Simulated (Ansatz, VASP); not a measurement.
# InGaP2 (ordered alloy, x = 0.5, built in the cubic cell of 8 atoms (invented)): VASP beside Ansatz, part 2 of 2

Wanted: the spread between two codes on one cell, functional and k mesh. The cell is generated by rule, not measured, and may not be a known phase. The cell is taken from a series of runs on this material, whose earlier steps may have relaxed, scaled, displaced or heated it; both programs get it as it stands.

VASP 6.6.1 and Ansatz 0.2.0.

So far: Starting point; VASP: relaxation of cell and atoms, r2SCAN.

### Step 3. Ansatz: relaxation of cell and atoms, r2SCAN

Level of this step: Ansatz beside VASP: Kohn-Sham DFT, plane waves, r2SCAN (Ansatz).

Ansatz runs on its PAW soft_1 files.

The same cell, functional and mesh now go to Ansatz, which takes its cutoff from its data sets.

Contents of input.yaml:

```yaml
crystal:
  lattice:
    - [4.0044774862, 0.0, 0.0]
    - [0.0, 4.0044774862, 0.0]
    - [0.0, 0.0, 5.7130230316]
  atoms:
    - { symbol: Ga, position: [0.0, 0.0, 0.0] }
    - { symbol: In, position: [0.5, 0.5, 0.5] }
    - { symbol: P, position: [0.0, 0.5, 0.7713798136] }
    - { symbol: P, position: [0.5, 0.0, 0.2286201864] }
kpoints:
  mp_grid: { grid: [6, 6, 4] }
hamiltonian:
  xc: r2scan
  pseudopotentials: { kind: paw, azcp: { folder: soft_1 } }
scf:
  occupations: { method: fixed }
output:
  forces: true
  stress: true
  eigenvalues: true
relax:
  adjacent_minimum: "off"
  f_tol: 0.001
  max_steps: 60
  cell: { stress_tol: 0.01 }
```

Command:

```
ansatz run input.yaml --threads 4 --pin off --max-ram 9216MiB --backend cpu --events-out ev --progress --plain --runs-dir out
```

Numbers of over 12 decimals in the logs are rounded to 6 here.

Log:

```text
Engine: ansatz 0.2.0, x86_64-unknown-linux-gnu
Pseudopotentials: kind: paw
Pseudopotential: Ga, paw, valence charge 13, recommended cutoff 500 eV (meta_gga), soft_1/Ga.paw.azcp
Pseudopotential: In, paw, valence charge 13, recommended cutoff 500 eV (meta_gga), soft_1/In.paw.azcp
Pseudopotential: P, paw, valence charge 5, recommended cutoff 500 eV (meta_gga), soft_1/P.paw.azcp
Functional definition: r2SCAN
  parameter k0 = 0.174
  parameter k1 = 0.065
  parameter a1 = 4.9479
  exchange = r2scan_x(k0 = k0, k1 = k1, a1 = a1)
  correlation = r2scan_c
Crystal: 4 atoms, lattice volume = 91.613 Å³
Basis set: ecut = 500 eV, 2357 PW (Γ), exchange–correlation on 120×120×180 points (64 copies of the dense FFT grid, shifted against one another)
Bands: 22, of which v1, the nominal top of the filled ones, is band 18 counted from 1 (17 counted from 0)
Symmetry: 8 space group operations
Space group: P-4m2 (ITA 115), of the structure as read, at distance tolerance 4.5e-5 Å
k-points: 30 of 144 (time reversal used)
Non-local potential: Ga, projectors of the file, l = 0: 2, l = 1: 2, l = 2: 3, l = 3: 1
Non-local potential: In, projectors of the file, l = 0: 2, l = 1: 2, l = 2: 2, l = 3: 1
Non-local potential: P, projectors of the file, l = 0: 2, l = 1: 2, l = 2: 1
PAW form: soft (Blöchl's): semilocal exchange-correlation on the pseudo side does not see the compensation charge
PAW frozen core: Ga, regenerated for the run's functional (the file was generated under x = pbe(κ = 0.804, μ = 0.219515), c = pbe(β = 0.066725))
PAW frozen core: In, regenerated for the run's functional (the file was generated under x = pbe(κ = 0.804, μ = 0.219515), c = pbe(β = 0.066725))
PAW frozen core: P, regenerated for the run's functional (the file was generated under x = pbe(κ = 0.804, μ = 0.219515), c = pbe(β = 0.066725))
PAW one-centre angular grid: Ga, 590 points (default); XC on 160 Gauss nodes
PAW one-centre angular grid: In, 590 points (default); XC on 160 Gauss nodes
PAW one-centre angular grid: P, 302 points (default); XC on 160 Gauss nodes
Initial density: superposition of atomic densities (chi_scale 0.1, normalization cell, long waves kept (reshape's long-wave potential 0.01 eV rms))
Initial wavefunctions: pseudopotential atomic-orbital guess
Functional: x = r2scan, c = r2scan; τ floored in thin density (d = 2e-4 eV/Å³)
SCF iter   1: F=—  HF=-10922.247553 eV  |F-HF|=—  |Δ(HF+E_count)|=         —  Δρ=4.20e-2  dr2=1.45e0  dr2_τ=4.02e-2  ethr=3.10e-3  ⟨swp⟩=5.0  Hψ=2844  notcnv=0  defer=52
preconditioner: auto → Resta (q_TF=auto, 2.335 Å⁻¹)  ε∞=3.7  [insulator: Δε(μ)=1.410 eV  Ē_g=14.107 eV  n_scr=20 (ndim 8)  ℏωp=23.3 eV  f_vac=0.000  ε∞_Penn≈3.7]
SCF iter   2: F=—  HF=-10922.139834 eV  |F-HF|=—  |Δ(HF+E_count)|=   1.08e-1  Δρ=2.38e-2  dr2=4.08e-1  dr2_τ=2.31e-3  ethr=3.10e-3  ⟨swp⟩=2.0  Hψ=969  notcnv=0  defer=52
SCF iter   3: F=—  HF=-10922.169932 eV  |F-HF|=—  |Δ(HF+E_count)|=   3.01e-2  Δρ=3.46e-3  dr2=1.48e-2  dr2_τ=4.23e-4  ethr=1.13e-3  ⟨swp⟩=2.5  Hψ=885  notcnv=0  defer=57
SCF iter   4: F=—  HF=-10922.170558 eV  |F-HF|=—  |Δ(HF+E_count)|=   6.26e-4  Δρ=7.97e-4  dr2=7.48e-4  dr2_τ=9.85e-6  ethr=4.12e-5  ⟨swp⟩=3.3  Hψ=1118  notcnv=0  defer=60
SCF iter   5: F=—  HF=-10922.171069 eV  |F-HF|=—  |Δ(HF+E_count)|=   5.11e-4  Δρ=7.42e-4  dr2=2.83e-4  dr2_τ=2.83e-6  ethr=2.08e-6  ⟨swp⟩=2.0  Hψ=1260  notcnv=0  defer=60
SCF iter   6: F=—  HF=-10922.170764 eV  |F-HF|=—  |Δ(HF+E_count)|=   3.05e-4  Δρ=8.93e-5  dr2=6.80e-6  dr2_τ=3.42e-7  ethr=7.85e-7  ⟨swp⟩=2.0  Hψ=1258  notcnv=0  defer=59
SCF iter   7: F=—  HF=-10922.170765 eV  |F-HF|=—  |Δ(HF+E_count)|=   6.29e-7  Δρ=3.16e-5  dr2=6.40e-7  dr2_τ=2.60e-8  ethr=1.89e-8  ⟨swp⟩=2.0  Hψ=1200  notcnv=0  defer=7
SCF iter   8: F=-10922.170765 eV  HF=-10922.170765 eV  |F-HF|=5.45e-9  |Δ(HF+E_count)|=   7.56e-7  Δρ=9.52e-6  dr2=6.49e-8  dr2_τ=7.74e-10  ethr=2.78e-10  ⟨swp⟩=9.2  Hψ=3984  notcnv=0
SCF 1 converged in 8 iterations: F = -10922.170765 eV  dr2 = 6.49e-8
  greatest PAW one-centre occupation: 0.993 electrons in one spin orbital (limit 2), on the Ga atom at site 0 (counted from 0), in its partial waves of l = 2
relax step   1: F+E_penalty+E_count = -10922.17076544 eV  Δ(F+E_penalty+E_count) = +0.000e0 eV  max|allowed force component| = 1.340e-3 eV/Å  Δτ_max = 0.0000 Å  P = +0.002 GPa  Ω = 91.613 Å³  (8 SCF iters, dr2 threshold 1.00e-7 eV, accepted)
[...]
relax step   2: F+E_penalty+E_count = -10922.17076552 eV  Δ(F+E_penalty+E_count) = -7.895e-8 eV  max|allowed force component| = 2.289e-4 eV/Å  Δτ_max = 0.0001 Å  P = +0.002 GPa  Ω = 91.614 Å³  energy of the carried Pulay correction = -7.349e-8 eV  (5 SCF iters, dr2 threshold 1.12e-10 eV, accepted)
[...]
relax step   3: F+E_penalty+E_count = -10922.17076552 eV  Δ(F+E_penalty+E_count) = -5.457e-12 eV  max|allowed force component| = 2.290e-4 eV/Å  Δτ_max = 0.0000 Å  P = +0.002 GPa  Ω = 91.614 Å³  stress off target by 2.05e-3 GPa  SCF on the basis re-selected at this cell (its energy is not comparable with the rows above)  (7 SCF iters)
basis re-selected at this cell: Δ(F+E_penalty+E_count) = -5.457e-12 eV, ΔP = -0.000 GPa vs the last step (what re-selecting the basis moved, of the pressure what is left beyond the Pulay correction that the steps carried, after the strain that the cell walked since its last selection, with what the two solves' SCF thresholds leave and, on support functions, any second-order correction that the steps lacked; it is no  [...]
SCF converged after 7 iterations
Free energy (F): -10922.170766 eV
Harris-Foulkes:  -10922.170766 eV  (|F-HF|=3.64e-12)
Internal energy: -10922.170766 eV  (E = F + TS)
E sigma→0 (E₀):  -10922.170766 eV
Fermi energy:    6.824014 eV
--- Per-component energies (eV) ---
  E_band       = -131.857932
  E_kinetic    = 466.889455
  E_local      = -3038.636507  (includes V_loc(G=0)·N_el)
  E_nonlocal   = 300.142269
  E_hartree    = 1567.117898
  E_xc         = -324.756527
  E_vxc        = -282.144722  (∫ρ·V_xc dr)
  E_paw        = -7376.020948  (= ΣΔE_a)
  E_vpaw       = -727.586709  (= ΣTr[D̂ρ^β])
  E_aug_tail   = -0.000052  (compensation charges beyond the density's cutoff)
  E_vtau       = 15.242585  (kinetic-family band-sum trace: ∫τ·v_τ [+ j·A + Jᵃ·Aᵃ] dr)
  E_ewald      = -2517.037154
  E_core_change = 0.130800  (= ΣΔE_core)
  E_smearing   = -0.000000  (= −TS)
  E_closure    = 0.000000  (closes the sum)
  Σ components = -10922.170766   (vs F -10922.170766, Δ=0.00e0)
--- Forces (eV/Å), atoms counted from 1 ---
  atom   1  Ga    -0.00000000     0.00000000     0.00000000
  atom   2  In     0.00000000    -0.00000000    -0.00000000
  atom   3  P     -0.00000000     0.00000000     0.00022896
  atom   4  P     -0.00000000     0.00000000    -0.00022896
  max |Σ_I F_I| component: 1.35e-16 eV/Å
--- Stress (GPa, compression-positive) ---
        0.002053       0.000000      -0.000000
        0.000000       0.002053      -0.000000
       -0.000000      -0.000000       0.001088
  P = ⅓ Tr σ = 0.0017 GPa (0.017 kbar)
--- Band table (eV; the first three rows and the last of 30) ---
  k-point 0: bands = [... 14 lower, 4.1547, 6.6387, 6.8240, 6.8240, 8.1826, 8.8225, 9.2073, 11.1006]
  k-point 1: bands = [... 14 lower, 4.3888, 5.1891, 6.2676, 6.2676, 8.8306, 9.1522, 10.0592, 10.6271]
  k-point 2: bands = [... 14 lower, 4.8119, 4.8119, 5.5870, 5.5870, 9.2157, 9.2616, 10.4982, 10.8997]
  k-point 29: bands = [... 14 lower, 3.3981, 3.4915, 3.5668, 3.5668, 11.5538, 11.5538, 11.6322, 11.7580]
--- Relaxed structure (2 steps of the walk, 2 accepted, 1 SCFs on fresh bases) ---
  F+E_penalty+E_count = -10922.17076552 eV   max|allowed force component| = 2.290e-4 eV/Å   (the final SCF, on the basis selected at the relaxed cell)
  cell:  # Å, volume = 91.6136 Å³
    - [4.004486, 0.0, 0]
    - [0.0, 4.004486, 0.0]
    - [0, 0.0, 5.713030]
  atoms:
    - { symbol: Ga, position: [0, 0.0, 0] }
    - { symbol: In, position: [0.5, 0.5, 0.500000] }
    - { symbol: P, position: [0, 0.5, 0.771360] }
    - { symbol: P, position: [0.5, 0.0, 0.228640] }
```

### Step 4. Comparison

Known differences besides the potentials themselves: VASP keeps PBE cores, Ansatz makes them for the functional; fixed occupations in Ansatz, narrow Gaussian smearing in VASP; the cutoff is 500 eV in Ansatz and 550 eV in VASP; Ansatz adds a Pulay correction to the stress that steers its cell, VASP none. Total energies have different zeros and are not compared.

Compared:

| quantity | Ansatz | VASP | difference |
| --- | --- | --- | --- |
| volume (Å³) | 91.61 | 91.45 | +0.17 % |
| edge a after relaxation, in the typed setting (Å) | 4.005 | 4.002 | +0.05 % |
| edge c after relaxation, in the typed setting (Å) | 5.713 | 5.709 | +0.07 % |

### Step 5. Summary of results

```
difference in volume (relaxation of cell and atoms, r2SCAN) : 0.17 %
```

The difference in volume is 0.17 % (relaxation of cell and atoms, r2SCAN), within the 1.2 % picked in this series as the mark of a large difference, as far as the stopping tolerances let one tell. Such differences can come from data sets, numerical settings and the points named under the comparisons, not from the functional's error against experiment.

[Lines on the potential files, build, host, timing and source positions are cut from VASP's logs without a mark.]

[Logs are printed without paths, hosts, clocks, repeated set-up lines and the standing remarks that a program may print on its own settings, such as how far it seeks lower states.]

[Hosts, paths, dates, database ids (printed as entryN), source tags and the programs' standing remarks are cut or masked in the printed files.]
